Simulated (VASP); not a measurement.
# MgO (P-6m2) in VASP: further runs

The runs below take MgO through G0W0 quasiparticle levels, with PBE.

All numbers are computed with VASP 6.6.1; they aren't measurements. Logs are shortened: lines on timing, memory, paths and dates and some standing lists are left out, and cuts for length are marked.

## 1. Starting point

It takes space group P-6m2 (No. 187, hexagonal). Conventional cell: a = 2.938 Å, b = 2.938 Å, c = 2.680 Å, α = 90.00°, β = 90.00°, γ = 120.00°. Mg (site symmetry -6m2) is surrounded by 6 O at 2.16 Å. Around O (site symmetry -6m2) lie 6 Mg at 2.16 Å.

Measurements of this composition are mostly on another form, of space group No. 225.

## 2. G0W0 quasiparticle levels, PBE

POSCAR reads:

```
MgO
1.0
    2.9380209034      0.0000000000      0.0000000000
   -1.4690104517      2.5444007392      0.0000000000
    0.0000000000      0.0000000000      2.6796800000
Mg O
1 1
Direct
    0.0000000000      0.0000000000      0.0000000000
    0.3333333333      0.6666666667      0.5000000000
```

INCAR.step1 reads:

```
SYSTEM = MgO
PREC = Accurate
ENCUT = 450
EDIFF = 1E-8
ISMEAR = 0
SIGMA = 0.01
LREAL = .False.
LASPH = .True.
NELM = 60
ALGO = Fast
LWAVE = .True.
LCHARG = .False.
GGA = PE
```

INCAR.step2 reads:

```
SYSTEM = MgO
PREC = Accurate
ENCUT = 450
EDIFF = 1E-8
ISMEAR = 0
SIGMA = 0.01
LREAL = .False.
LASPH = .True.
NELM = 1
ALGO = Exact
LWAVE = .True.
LCHARG = .False.
GGA = PE
NBANDS = 84
LOPTICS = .True.
ISTART = 1
```

INCAR.step3 reads:

```
SYSTEM = MgO
PREC = Accurate
ENCUT = 450
EDIFF = 1E-8
ISMEAR = 0
SIGMA = 0.01
LREAL = .False.
LASPH = .True.
ALGO = EVGW0
LWAVE = .False.
LCHARG = .False.
GGA = PE
NELMGW = 1
NBANDS = 84
ENCUTGW = 75
NOMEGA = 48
PRECFOCK = Fast
ISTART = 1
NBANDSGW = 12
```

KPOINTS reads:

```
regular mesh
0
Gamma
  3 3 3
  0 0 0
```

Potentials or basis: VASP PAW PBE potentials, release 64 (Mg_GW, O_GW).

Command:

```
cat potpaw_PBE.64/Mg_GW/POTCAR potpaw_PBE.64/O_GW/POTCAR > POTCAR
cp INCAR.step1 INCAR
mpirun -np 1 vasp_std > vasp.out
cp INCAR.step2 INCAR
mpirun -np 1 vasp_std > vasp.out
cp INCAR.step3 INCAR
mpirun -np 1 vasp_std > vasp.out
```

OUTCAR:

```text
SYSTEM = MgO
   PREC = Accurate
   ENCUT = 450
   EDIFF = 1E-8
   ISMEAR = 0
   LREAL = .False.
   LASPH = .True.
   GGA = PE
   NELMGW = 1
   ENCUTGW = 75
   PRECFOCK = Fast
   ISTART = 1

 Found      6 irreducible k-points:

 Following reciprocal coordinates:
            Coordinates               Weight
  0.000000  0.000000  0.000000      1.000000
  0.333333  0.000000  0.000000      6.000000
  0.333333  0.333333  0.000000      2.000000
  0.000000  0.000000  0.333333      2.000000
  0.333333  0.000000  0.333333     12.000000
  0.333333  0.333333  0.333333      4.000000
   k-points           NKPTS =      6   k-points in BZ     NKDIM =     27   number of bands    NBANDS=     84
   number of dos      NEDOS =    301   number of ions     NIONS =      2
   total plane-waves  NPLWV =   8000
   dimension x,y,z NGX =    20 NGY =   20 NGZ =   20
   dimension x,y,z NGXF=    40 NGYF=   40 NGZF=   40
   ions per type =               1   1
   NGX,Y,Z   is equivalent  to a cutoff of  11.32, 11.32, 12.41 a.u.
   NGXF,Y,Z  is equivalent  to a cutoff of  22.63, 22.63, 24.82 a.u.
 SYSTEM =  MgO
   PREC   = accura    normal or accurate (medium, high low for compatibility)
   ISTART =      1    job   : 0-new  1-cont  2-samecut
   ICHARG =      0    charge: 1-file 2-atom 10-const
   ISPIN  =      1    spin polarized calculation?
   LNONCOLLINEAR =      F non collinear calculations
   LSORBIT =      F    spin-orbit coupling
   LASPH  =      T    aspherical Exc in radial PAW
   ENCUT  =  450.0 eV  33.07 Ry    5.75 a.u.   5.08  5.08  4.63*2*pi/ulx,y,z
   NELM   =     60;   NELMIN=  2; NELMDL=  0     # of ELM steps
   EDIFF  = 0.1E-07   stopping-criterion for ELM
   LREAL  =      F    real-space projection
   EDIFFG = 0.1E-06   stopping-criterion for IOM
   NSW    =      0    number of steps for IOM
   IBRION =     -1    ionic relax: 0-MD 1-quasi-New 2-CG
   NFREE  =      0    steps in history (QN), initial steepest desc. (CG)
   ISIF   =      0    stress and relaxation
   ISYM   =      3    0-nonsym 1-usesym 2-fastsym
   POTIM  = 0.5000    time-step for ionic-motion
   TEBEG  =    0.0;   TEEND  =   0.0 temperature during run
   PSTRESS=    0.0 pullay stress
   NELECT =       8.0000    total number of electrons
   NUPDOWN=      -1.0000    fix difference up-down
   EMIN   =  10.00;   EMAX   =-10.00  energy-range for DOS
   EFERMI =   0.00;   METHOD = LEGACY
   ISMEAR =     0;   SIGMA  =   0.01  broadening in eV -4-tet -1-fermi 0-gaus
   EFERMI_NEDOS =   21; number of points for ismear=-14 and -15
   IALGO  =     38    algorithm
   IMIX   =      4    mixing-type and parameters
     AMIX     =   0.40;   BMIX     =  1.00
     AMIX_MAG =   1.60;   BMIX_MAG =  1.00
  volume/ion in A,a.u.               =      10.02        67.59
  Fermi-wavevector in a.u.,A,eV,Ry     =   1.205583  2.278221 19.775115  1.453430
  Thomas-Fermi vector in A             =   2.341275
   LORBIT       =      0    0 simple, 1 ext, 2 COOP (PROOUT), +10 PAW based schemes
   GGA     = PE    functional components
   LHFCALC =     T    Hartree Fock is set to
   PRECFOCK=fast      Normal, Fast or Accurate (Low or Medium for compatibility)
   ENCUT4O =  -1.0   cutoff for four orbital integrals eV
   NKREDX  =     1    reduce k-point grid by
   NKREDY  =     1    reduce k-point grid by
   NKREDZ  =     1    reduce k-point grid by
   AEXX    =    1.0000 exact exchange contribution
   HFSCREEN=    0.0000 screening length (either q_TF or 0.3 A-1)
   HFSCREENC=   0.0000 screening length for correlation (either q_TF or 0.3 A-1)
   ENCUTFOCK=  -1.0 apply spherical cutoff to Coloumb kernel
   IVDW    =     0    specifies the selected vdW correction
   LEPSILON=     F    determine dielectric tensor
   LRPA    =     F    only Hartree local field effects (RPA)
   LRPAFORCE           =     F    calculate RPA forces
   ENCUTGW             =  75.0    cutoff for response function in eV
   ENCUTGWSOFT         =  60.0    soft cutoff for Coulomb kernel in GW response function in eV
   ENCUTLF             =  -1.0    cutoff for local field effects
   NELMGW              =     1    number of iterations in solving QP/BSE equation
   NELMHF              =     1    number of iterations in the inner HF iteration
   NKREDLFX            =     1    NKREDLFY  =   1   NKREDLFZ  =   1
 non-spin polarized calculation
 Gauss-broadening in eV      SIGMA  =   0.01
  energy-cutoff  :      450.00
  volume of cell :       20.03
 maximum number of plane-waves:       447
  NGX = 12; NGY = 12; NGZ = 10
   NGX = 11   NGY = 11   NGZ =  9
 maximum number of plane-waves:        33
 NGX is ok and might be reduce to    10

 QP shifts <psi_nk| G(iteration)W_0 |psi_nk>: iteration 1
 for sc-GW calculations column KS-energies equals QP-energies in previous step
 and V_xc(KS)=  KS-energies - (<T + V_ion + V_H > + <T+V_H+V_ion>^1  + <V_x>^1)

 k-point   1 :       0.0000    0.0000    0.0000
  band No.  KS-energies  QP-energies   sigma(KS)   V_xc(KS)     V^pw_x(r,r')   Z            occupation Imag(sigma)

      1     -14.0514     -16.0421     -21.0211     -18.1185     -29.8309       0.6858       2.0000       1.1803
      2       2.7905       1.9018     -20.3332     -19.1490     -24.8620       0.7506       2.0000       0.1840
      3       2.7905       1.9018     -20.3332     -19.1490     -24.8620       0.7506       2.0000       0.1840
      4       2.9934       2.0719     -20.4840     -19.2553     -25.0520       0.7500       2.0000       0.1842
      5       6.3348       7.0920     -10.2468     -11.1969      -6.4452       0.7969       0.0000      -0.1207
      6      15.1989      16.0806      -7.8086      -8.9289      -3.1427       0.7870       0.0000      -0.1639
      7      18.8451      19.8105      -7.5283      -8.7582      -2.6576       0.7849       0.0000      -0.2610
      8      18.8451      19.8105      -7.5283      -8.7582      -2.6576       0.7849       0.0000      -0.2610
      9      23.1418      23.9113      -7.4944      -8.4528      -2.0767       0.8029       0.0000      -0.7055
     10      24.1055      25.4098      -9.2520     -10.9707      -3.4194       0.7589       0.0000      -0.6938
     11      25.7686      27.1788      -9.3528     -11.2092      -3.4218       0.7596       0.0000      -0.7153
     12      25.7686      27.1788      -9.3528     -11.2092      -3.4218       0.7596       0.0000      -0.7153

 k-point   2 :       0.3333    0.0000    0.0000
  band No.  KS-energies  QP-energies   sigma(KS)   V_xc(KS)     V^pw_x(r,r')   Z            occupation Imag(sigma)

      1     -13.3016     -15.2722     -21.8108     -18.9230     -30.5231       0.6824       2.0000       1.0483
      2      -0.6933      -1.9734     -16.7600     -14.9984     -21.1861       0.7266       2.0000       0.2516
      3       2.2382       1.2509     -19.8011     -18.4795     -24.3327       0.7471       2.0000       0.1902
      4       3.2573       2.3799     -20.7994     -19.6329     -25.3549       0.7522       2.0000       0.1820
      5       9.4490      10.3527     -10.3219     -11.4787      -6.3493       0.7812       0.0000      -0.1361
      6      13.8168      15.0123      -9.8504     -11.4007      -5.3661       0.7712       0.0000      -0.1718
      7      17.0286      18.2181      -9.4923     -11.0204      -4.7354       0.7784       0.0000      -0.2084
      8      20.6299      21.9230      -9.1402     -10.8127      -3.7298       0.7731       0.0000      -0.4666
      9      22.6502      23.8058      -8.0372      -9.5500      -2.8800       0.7638       0.0000      -0.4023
     10      24.2612      25.2527      -7.7958      -9.0559      -2.2680       0.7868       0.0000      -0.6159
     11      28.4014      29.6412      -8.1969      -9.7557      -2.5303       0.7953       0.0000      -0.7647
     12      28.6775      30.0156      -8.1130      -9.7897      -2.3205       0.7980       0.0000      -0.8509

 k-point   3 :       0.3333    0.3333    0.0000
  band No.  KS-energies  QP-energies   sigma(KS)   V_xc(KS)     V^pw_x(r,r')   Z            occupation Imag(sigma)

      1     -12.8757     -14.8462     -22.3297     -19.4571     -31.0034       0.6860       2.0000       0.9900
      2      -0.3232      -1.5677     -17.2001     -15.4963     -21.7024       0.7304       2.0000       0.2449
      3      -0.3058      -1.6211     -16.7724     -14.9803     -21.1313       0.7340       2.0000       0.2351
      4       3.4002       2.5453     -20.9832     -19.8525     -25.5387       0.7561       2.0000       0.1824
      5      11.8025      12.9147     -11.3616     -12.8228      -7.2643       0.7611       0.0000      -0.1670
      6      14.6286      16.2859     -12.1323     -14.3123      -7.7292       0.7602       0.0000      -0.1788
      7      14.8407      15.9730      -9.6389     -11.0921      -4.8843       0.7791       0.0000      -0.2000
      8      22.7664      23.7114      -7.5483      -8.7763      -2.5363       0.7695       0.0000      -0.3672
      9      23.0114      23.8196      -7.3398      -8.4183      -1.7510       0.7494       0.0000      -0.5148
     10      24.3210      25.7251      -7.7672      -9.5393      -2.5749       0.7923       0.0000      -0.4101
     11      24.5227      25.4849      -7.9261      -9.1382      -2.5427       0.7938       0.0000      -0.5255
     12      26.4846      27.4849      -7.5664      -8.8506      -2.0928       0.7789       0.0000      -0.6029
[... 17 lines left out ...]
 k-point   5 :       0.3333    0.0000    0.3333
  band No.  KS-energies  QP-energies   sigma(KS)   V_xc(KS)     V^pw_x(r,r')   Z            occupation Imag(sigma)

      1     -12.6841     -14.6496     -22.3468     -19.4959     -30.9950       0.6894       2.0000       0.9872
      2      -0.1420      -1.3742     -17.4920     -15.8135     -21.9801       0.7341       2.0000       0.2359
      3       0.4973      -0.7061     -18.2322     -16.5962     -22.7863       0.7355       2.0000       0.2211
      4       2.6057       1.6743     -20.1864     -18.9461     -24.7013       0.7509       2.0000       0.1849
      5      10.2657      11.1607      -9.6753     -10.8206      -5.6756       0.7814       0.0000      -0.1416
      6      14.0770      15.1445      -9.0175     -10.3842      -4.4558       0.7810       0.0000      -0.1690
      7      17.5568      18.9427     -10.6643     -12.4714      -5.6905       0.7669       0.0000      -0.2877
      8      19.1051      20.3428      -9.6989     -11.3164      -4.6200       0.7652       0.0000      -0.3244
      9      19.4153      20.5533      -7.9843      -9.4416      -2.9784       0.7809       0.0000      -0.3156
     10      24.4773      25.7221      -8.0863      -9.6617      -2.5769       0.7902       0.0000      -0.6428
     11      24.9210      26.1709      -8.7372     -10.3240      -3.3095       0.7877       0.0000      -0.5161
     12      31.3109      32.6440      -7.4293      -9.0698      -1.7014       0.8126       0.0000      -0.9913

 k-point   6 :       0.3333    0.3333    0.3333
  band No.  KS-energies  QP-energies   sigma(KS)   V_xc(KS)     V^pw_x(r,r')   Z            occupation Imag(sigma)

      1     -12.3508     -14.3225     -22.7315     -19.9089     -31.3587       0.6985       2.0000       0.9582
      2       0.5429      -0.6570     -18.0505     -16.4248     -22.5381       0.7381       2.0000       0.2177
      3       0.5548      -0.6688     -17.8999     -16.2473     -22.3246       0.7404       2.0000       0.2156
      4       0.6311      -0.5302     -18.7628     -17.1835     -23.4321       0.7354       2.0000       0.2225
      5      10.3439      11.0583      -8.2506      -9.1622      -4.0414       0.7837       0.0000      -0.1464
      6      14.3392      15.6516      -9.2263     -10.9097      -4.8303       0.7796       0.0000      -0.1645
      7      17.1807      18.5050      -9.6092     -11.3342      -4.7143       0.7677       0.0000      -0.2179
      8      18.4935      19.6415     -10.0871     -11.5690      -5.1345       0.7746       0.0000      -0.3113
      9      18.5988      20.1467     -11.3048     -13.3477      -6.0926       0.7577       0.0000      -0.3555
     10      24.6062      25.8405      -9.2854     -10.8648      -3.6880       0.7815       0.0000      -0.5813
     11      29.4038      30.8299      -7.9879      -9.7826      -2.3428       0.7946       0.0000      -0.7584
     12      30.6721      31.8347      -7.2181      -8.6434      -1.5206       0.8156       0.0000      -0.9592
```

Wall time 7.7 s (1 thread of Intel Xeon 6975P-C (Granite Rapids), shared host); peak memory 0.15 GiB.

The run converged, but some of its settings lie outside the range that counts as converged, so its numbers aren't taken as properties of the crystal.

What came out:

| Item | Value |
| --- | --- |
| Band gap on the k mesh, mean-field level | 2.93 eV, indirect (least direct gap 3.34 eV) |
| Quasiparticle gap | 4.55 eV |
| Least direct quasiparticle gap | 5.02 eV |

Caveat: the k mesh is coarse (spacing up to 0.82 Å⁻¹), so the values aren't converged; bands, screening cutoff and mesh are small and nothing is extrapolated, so the quasiparticle values aren't converged; an odd mesh through Γ misses points on the zone boundary, where band edges often lie.

(Continued in part 2 of 2.)
